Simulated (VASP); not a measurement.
# Cr (P6_3/mmc) in VASP: a series of runs, part 2 of 2

VASP 6.6.1. Earlier steps stand in the parts before.

## (4) Single point, BLYP

Input file INCAR:

```
SYSTEM = Cr
PREC = Accurate
ENCUT = 520
EDIFF = 1E-7
ISMEAR = -1
SIGMA = 0.1
LREAL = .False.
LASPH = .True.
NELM = 100
ALGO = Normal
ISIF = 2
LWAVE = .False.
LCHARG = .False.
GGA = B5
ALDAX = 1.0
AGGAX = 1.0
AGGAC = 1.0
ALDAC = 0.0
NBANDS = 32
```

Input file KPOINTS:

```
Automatic mesh
0
Gamma
  16 16 4
  0 0 0
```

Input file POSCAR:

```
Cr
1.0
    2.5204727940      0.0000000000      0.0000000000
   -1.2602363970      2.1827934692      0.0000000000
    0.0000000000      0.0000000000      8.9520916914
Cr
4
Direct
    0.0000000000      0.0000000000      1.0000000000
    1.0000000000      1.0000000000      0.5000000000
    0.3333333333      0.6666666667      0.2500000000
    0.6666666667      0.3333333333      0.7500000000
```

Potentials or basis: VASP PAW PBE potentials, release 64 (Cr_pv).

Started as:

```sh
cat potpaw_PBE.64/Cr_pv/POTCAR > POTCAR
mpirun -np 1 vasp_std > vasp.out
```

OUTCAR:

```text
SYSTEM = Cr
   PREC = Accurate
   ENCUT = 520
   EDIFF = 1E-7
   ISMEAR = -1
   LREAL = .False.
   LASPH = .True.
   NELM = 100
   ISIF = 2
   GGA = B5

 ion  position               nearest neighbor table
   1  0.000  0.000  0.000-   3 2.67   4 2.67   4 2.67   3 2.67   4 2.67   3 2.67
   2  0.000  0.000  0.500-   3 2.67   4 2.67   4 2.67   3 2.67   4 2.67   3 2.67
   3  0.333  0.667  0.250-   1 2.67   2 2.67   1 2.67   2 2.67   1 2.67   2 2.67
   4  0.667  0.333  0.750-   1 2.67   2 2.67   1 2.67   2 2.67   1 2.67   2 2.67

  LATTYP: Found a hexagonal cell.
 ALAT       =     2.5204727940
 C/A-ratio  =     3.5517509702

  Lattice vectors:

 A1 = (   2.5204727940,   0.0000000000,   0.0000000000)
 A2 = (  -1.2602363970,   2.1827934692,   0.0000000000)
 A3 = (   0.0000000000,   0.0000000000,   8.9520916914)

Analysis of symmetry for initial positions (statically):
=====================================================================
 Subroutine PRICEL returns:
 Original cell was already a primitive cell.

 Routine SETGRP: Setting up the symmetry group for a
 hexagonal supercell.

 Subroutine GETGRP returns: Found 24 space group operations
 (whereof 12 operations were pure point group operations)
 out of a pool of 24 trial point group operations.

The static configuration has the point symmetry D_3d.
 The point group associated with its full space group is D_6h.

Analysis of symmetry for dynamics (positions and initial velocities):
=====================================================================
 Subroutine PRICEL returns:
 Original cell was already a primitive cell.

 Routine SETGRP: Setting up the symmetry group for a
 hexagonal supercell.

 Subroutine GETGRP returns: Found 24 space group operations
 (whereof 12 operations were pure point group operations)
 out of a pool of 24 trial point group operations.

The dynamic configuration has the point symmetry D_3d.
 The point group associated with its full space group is D_6h.

 Subroutine INISYM returns: Found 24 space group operations
 (whereof 12 operations are pure point group operations),
 and found     1 'primitive' translations

----------------------------------------------------------------------------------------

                                     Primitive cell

  volume of cell :      49.2515

  direct lattice vectors                    reciprocal lattice vectors
     2.520472794  0.000000000  0.000000000     0.396750960  0.229064273  0.000000000
    -1.260236397  2.182793469  0.000000000     0.000000000  0.458128547  0.000000000
     0.000000000  0.000000000  8.952091691     0.000000000  0.000000000  0.111705737

  length of vectors
     2.520472794  2.520472794  8.952091691     0.458128547  0.458128547  0.111705737

  position of ions in fractional coordinates (direct lattice)
     0.000000000  0.000000000  0.000000000
     0.000000000  0.000000000  0.500000000
     0.333333333  0.666666667  0.250000000
     0.666666667  0.333333333  0.750000000

  ion indices of the primitive-cell ions
   primitive index   ion index
                 1           1
                 2           2
                 3           3
                 4           4

----------------------------------------------------------------------------------------

[... 25 lines left out ...]
            Coordinates               Weight
  0.000000  0.000000  0.000000      1.000000
  0.062500  0.000000  0.000000      6.000000
  0.125000  0.000000  0.000000      6.000000
  0.187500  0.000000  0.000000      6.000000
  0.250000  0.000000  0.000000      6.000000
  0.312500  0.000000  0.000000      6.000000
[... 16 lines left out ...]
  0.187500  0.187500  0.000000      6.000000
  0.250000  0.187500  0.000000     12.000000
 [... further k-points ...]
   k-points           NKPTS =     90   k-points in BZ     NKDIM =     90   number of bands    NBANDS=     32
   number of dos      NEDOS =    301   number of ions     NIONS =      4
   total plane-waves  NPLWV =  28000
   dimension x,y,z NGX =    20 NGY =   20 NGZ =   70
   dimension x,y,z NGXF=    40 NGYF=   40 NGZF=  140
   ions per type =               4
   NGX,Y,Z   is equivalent  to a cutoff of  13.19, 13.19, 13.00 a.u.
   NGXF,Y,Z  is equivalent  to a cutoff of  26.38, 26.38, 26.00 a.u.
 SYSTEM =  Cr
   PREC   = accura    normal or accurate (medium, high low for compatibility)
   ISTART =      0    job   : 0-new  1-cont  2-samecut
   ICHARG =      2    charge: 1-file 2-atom 10-const
   ISPIN  =      1    spin polarized calculation?
   LNONCOLLINEAR =      F non collinear calculations
   LSORBIT =      F    spin-orbit coupling
   LASPH  =      T    aspherical Exc in radial PAW
   ENCUT  =  520.0 eV  38.22 Ry    6.18 a.u.   4.69  4.69 16.64*2*pi/ulx,y,z
   NELM   =    100;   NELMIN=  2; NELMDL= -5     # of ELM steps
   EDIFF  = 0.1E-06   stopping-criterion for ELM
   LREAL  =      F    real-space projection
   EDIFFG = 0.1E-05   stopping-criterion for IOM
   NSW    =      0    number of steps for IOM
   IBRION =     -1    ionic relax: 0-MD 1-quasi-New 2-CG
   NFREE  =      0    steps in history (QN), initial steepest desc. (CG)
   ISIF   =      2    stress and relaxation
   ISYM   =      2    0-nonsym 1-usesym 2-fastsym
   POTIM  = 0.5000    time-step for ionic-motion
   TEBEG  =    0.0;   TEEND  =   0.0 temperature during run
   PSTRESS=    0.0 pullay stress
   NELECT =      48.0000    total number of electrons
   NUPDOWN=      -1.0000    fix difference up-down
   EMIN   =  10.00;   EMAX   =-10.00  energy-range for DOS
   EFERMI =   0.00;   METHOD = LEGACY
   ISMEAR =    -1;   SIGMA  =   0.10  broadening in eV -4-tet -1-fermi 0-gaus
   EFERMI_NEDOS =   21; number of points for ismear=-14 and -15
   IALGO  =     38    algorithm
   IMIX   =      4    mixing-type and parameters
     AMIX     =   0.40;   BMIX     =  1.00
     AMIX_MAG =   1.60;   BMIX_MAG =  1.00
  volume/ion in A,a.u.               =      12.31        83.09
  Fermi-wavevector in a.u.,A,eV,Ry     =   1.623113  3.067239 35.844507  2.634497
  Thomas-Fermi vector in A             =   2.716616
   LORBIT       =      0    0 simple, 1 ext, 2 COOP (PROOUT), +10 PAW based schemes
   GGA     = B5    functional components
   LHFCALC =     F    Hartree Fock is set to
   AEXX    =    0.0000 exact exchange contribution
   IVDW    =     0    specifies the selected vdW correction
   LEPSILON=     F    determine dielectric tensor
   LRPA    =     F    only Hartree local field effects (RPA)
 non-spin polarized calculation
  energy-cutoff  :      520.00
  volume of cell :       49.25
 maximum number of plane-waves:      1354
 NGX is ok and might be reduce to    20
   NGX =  9   NGY =  9   NGZ = 33

 number of electron      47.9999987 magnetization

 Free energy of the ion-electron system (eV)
  ---------------------------------------------------
  ext. energy  EPLUGINS =         0.00000000
  ---------------------------------------------------
  free energy    TOTEN  =       -31.94850653 eV

  energy without entropy =      -31.72537593  energy(sigma->0) =      -31.83694123

 E-fermi :  10.4105     XC(G=0): -12.7147

 val. band max:       10.4081107021   @ k =   0.1875   0.0625   0.0000
 cond. band min:      10.4145350090   @ k =   0.3125   0.2500   0.2500
 fundamental gap:      0.0064243069
 Fermi energy:        10.4105375279

 k-point     1 :       0.0000    0.0000    0.0000
  band No.  band energies     occupation
      1     -32.6897      2.00000
      2     -32.3918      2.00000
      3     -32.3836      2.00000
      4     -32.0761      2.00000
      5     -31.9385      2.00000
      6     -31.9385      2.00000
[... 829 lines left out ...]
     31      12.7084      0.00000
     32      12.7126      0.00000

 [... further k-points ...]

------------------------ aborting loop because EDIFF is reached ----------------------------------------

  FORCE on cell =-STRESS in cart. coord.  units (eV):
  Direction    XX          YY          ZZ          XY          YZ          ZX
  --------------------------------------------------------------------------------------
  -------------------------------------------------------------------------------------
  Total       -0.0471604     -0.0471604     -0.0401348      0.0000000     -0.0000000      0.0000000
  in kB       -1.5341536     -1.5341536     -1.3056067      0.0000000     -0.0000000      0.0000000
  external PRESSURE =      -1.4579713 kB  Pullay stress =       0.0000000 kB

 VOLUME and BASIS-vectors are now :
 -----------------------------------------------------------------------------
  energy-cutoff  :      520.00
  volume of cell :       49.25
      direct lattice vectors                 reciprocal lattice vectors
     2.520472794  0.000000000  0.000000000     0.396750960  0.229064273  0.000000000
    -1.260236397  2.182793469  0.000000000     0.000000000  0.458128547  0.000000000
     0.000000000  0.000000000  8.952091691     0.000000000  0.000000000  0.111705737

 POSITION                                       TOTAL-FORCE (eV/Angst)
 -----------------------------------------------------------------------------------
      0.00000      0.00000      0.00000         0.000000     -0.000000      0.000000
      0.00000      0.00000      4.47605         0.000000     -0.000000      0.000000
     -0.00000      1.45520      2.23802         0.000000     -0.000000     -0.000000
      1.26024      0.72760      6.71407        -0.000000      0.000000      0.000000
 -----------------------------------------------------------------------------------
    total drift:                                0.000000     -0.000000      0.000000

  FREE ENERGIE OF THE ION-ELECTRON SYSTEM (eV)
  ---------------------------------------------------
  free  energy   TOTEN  =       -31.9485065283 eV

  energy  without entropy=      -31.7253759347  energy(sigma->0) =      -31.83694123
```

OSZICAR:

```text
N       E                     dE             d eps       ncg     rms          rms(c)
DAV:   1     0.599296850538E+03    0.59930E+03   -0.26845E+04  5776   0.185E+03
DAV:   2    -0.599593255567E+01   -0.60529E+03   -0.58545E+03  5800   0.558E+02
DAV:   3    -0.365793398244E+02   -0.30583E+02   -0.28620E+02  7424   0.140E+02
DAV:   4    -0.373463782145E+02   -0.76704E+00   -0.75164E+00  6592   0.216E+01
DAV:   5    -0.373726981395E+02   -0.26320E-01   -0.26308E-01  7832   0.356E+00    0.218E+01
DAV:   6    -0.320453904507E+02    0.53273E+01   -0.36579E+01  6224   0.499E+01    0.327E+00
DAV:   7    -0.319778612565E+02    0.67529E-01   -0.63317E-01  6656   0.726E+00    0.179E+00
DAV:   8    -0.320827518990E+02   -0.10489E+00   -0.46711E-01  7872   0.922E+00    0.437E+00
DAV:   9    -0.319488237316E+02    0.13393E+00   -0.39386E-01  7856   0.635E+00    0.310E-01
DAV:  10    -0.319483865691E+02    0.43716E-03   -0.13402E-02  6816   0.101E+00    0.122E-01
DAV:  11    -0.319485457177E+02   -0.15915E-03   -0.62643E-04  8088   0.209E-01    0.465E-02
DAV:  12    -0.319485137256E+02    0.31992E-04   -0.88234E-05  7896   0.124E-01    0.201E-02
DAV:  13    -0.319485052174E+02    0.85083E-05   -0.12502E-05  7640   0.479E-02    0.469E-03
DAV:  14    -0.319485062439E+02   -0.10266E-05   -0.94819E-07  7952   0.119E-02    0.131E-03
DAV:  15    -0.319485065621E+02   -0.31820E-06   -0.88633E-08  3120   0.252E-03    0.377E-04
DAV:  16    -0.319485065283E+02    0.33797E-07   -0.26484E-08  2984   0.165E-03
   1 F= -.31948507E+02 E0= -.31836941E+02  d E =-.223131E+00
```

stdout:

```text
POSCAR found type information on POSCAR Cr
 POSCAR found :  1 types and       4 ions
 scaLAPACK will be used
 -----------------------------------------------------------------------------
|                                                                             |
|                                                                             |
|     You enforced a specific xc type in the INCAR file but a different       |
|     I HOPE YOU KNOW WHAT YOU ARE DOING!                                     |
|                                                                             |
 -----------------------------------------------------------------------------

 LDA part: xc-table for (Slater(with rela. corr.)+VWN5), standard interpolation
 POSCAR, INCAR and KPOINTS ok, starting setup
 FFT: planning ... GRIDC
 FFT: planning ... GRID_SOFT
 FFT: planning ... GRID
 WAVECAR not read
 entering main loop
```

It took 2.2 min on 1 thread of Intel Xeon Platinum 8488C (Sapphire Rapids), shared host; peak memory 0.24 GiB.

Results:

```yaml
Free_energy: -31.9485 eV
Pressure: -0.1 GPa
Band_gap_on_the_k_mesh: none (metal or under the smearing width)
```

Caveat: the PAW data sets were made with another functional, which shifts forces and pressure a little; the run has no spin polarisation, though such a crystal can be magnetic. Spin polarisation is off, so any magnetic state and its effect on volume and gap are missing.

## (5) The runs side by side

```tsv
cell	k mesh	gap on the mesh (eV)	pressure (GPa)
P6_3/mmc, 12.31 Å³/atom	19 × 19 × 5	none	-0.1
P6_3/mmc, 11.33 Å³/atom	16 × 16 × 4	none	21.2
P6_3/mmc, 12.31 Å³/atom	16 × 16 × 4	none	-0.1
```

Alike in all rows: task single point; level BLYP; potentials or basis VASP PAW PBE potentials, release 64 (Cr_pv); no spin polarisation; cutoff (eV) 520; smearing fermi-dirac 0.1 eV.

Every run on the cell as given and a fine mesh finds a metal.

Caveats: the run has no spin polarisation, though such a crystal can be magnetic; the PAW data sets were made with another functional, which shifts forces and pressure a little (some runs); so large a pressure means that the cell lies far from this level's equilibrium, or that cutoff or potentials fall short (some runs); the potentials were made for another functional, which shifts forces and pressure (some runs).

Absolute energies hang on the potentials; compare differences alone.
